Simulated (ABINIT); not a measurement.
BaTiO3 in ABINIT: convergence with cutoff

The system is BaTiO3.

```
CELL_PARAMETERS angstrom
-2.82767 -1.63255 -2.31773
2.82767 -4.89766 0.00000
-2.82767 -1.63255 4.63546
ATOMIC_POSITIONS crystal
Ba 0.01571 0.99501 0.97676
Ba 0.98051 0.51041 0.52702
Ti 0.50487 0.99330 0.50341
Ti 0.45224 0.51673 0.02436
O 0.53564 0.22940 0.72805
O 0.48619 0.76118 0.24099
O 0.47015 0.75363 0.74189
O 0.53505 0.26127 0.23894
O 0.99083 0.02267 0.48245
O 0.05160 0.46586 0.00485
```

The cell isn't the ideal one: atoms moved at random, drawn with an rms of 0.05 Å.

| Property | Result |
| --- | --- |
| Program | ABINIT 10.8.3 (patched build) |
| Task | single point |
| Functional | PBE |
| Potentials or basis | JTH PAW PBE v2.0 |
| Cutoff | 245 eV |
| k mesh | 4 × 3 × 3 |
| Occupations | fermi-dirac, width 0.1 eV |
| Spin | no spin polarisation |

These are the settings of the first run; the series varies cutoff, with any setting tied to it.

Hardware: 4 MPI ranks on Arm Neoverse V1, on a shared host.

Q: The values tried are 9 Ha, 11.5 Ha, 14 Ha, 16 Ha, 19.5 Ha, 23 Ha, 26.5 Ha, 31 Ha, 37 Ha, loosest first. From which on does the gap on the mesh stay within 0.01 eV of the tightest run that finished?

A: From 14 Ha on.

| cutoff | energy less the tightest run, at zero smearing (meV/atom) | largest force (eV/Å) | gap on the mesh (eV) | SCF cycles | CPU time (s) |
| --- | --- | --- | --- | --- | --- |
| 9 Ha | 3722.97 | 6.455 | 2.318 | 18 | 120 |
| 11.5 Ha | 1040.90 | 5.488 | 2.316 | 19 | 160 |
| 14 Ha | 253.18 | 5.476 | 2.308 | 19 | 210 |
| 16 Ha | 76.77 | 5.480 | 2.305 | 20 | 260 |
| 19.5 Ha | 21.42 | 5.483 | 2.304 | 20 | 340 |
| 23 Ha | 19.35 | 5.483 | 2.304 | 20 | 430 |
| 26.5 Ha | 13.35 | 5.482 | 2.305 | 19 | 490 |
| 31 Ha | 4.34 | 5.484 | 2.305 | 20 | 660 |
| 37 Ha | 0.00 | 5.482 | 2.305 | 19 | 810 |

Against the tightest run, the largest force stays within 0.005 eV/Å from 16 Ha on. Not settled before the last step: the energy (to 1 meV/atom). The tightest run that finished is the yardstick and may itself not be fully converged.

Caveat, for the tightest run too: this set's barium file shifts pressures by 1.5 GPa and gaps by 0.1 eV against other sets; the atomic spheres overlap; spin-orbit coupling is left out, which moves the levels of the heavy elements; an odd mesh through Γ misses points on the zone boundary, where band edges often lie.
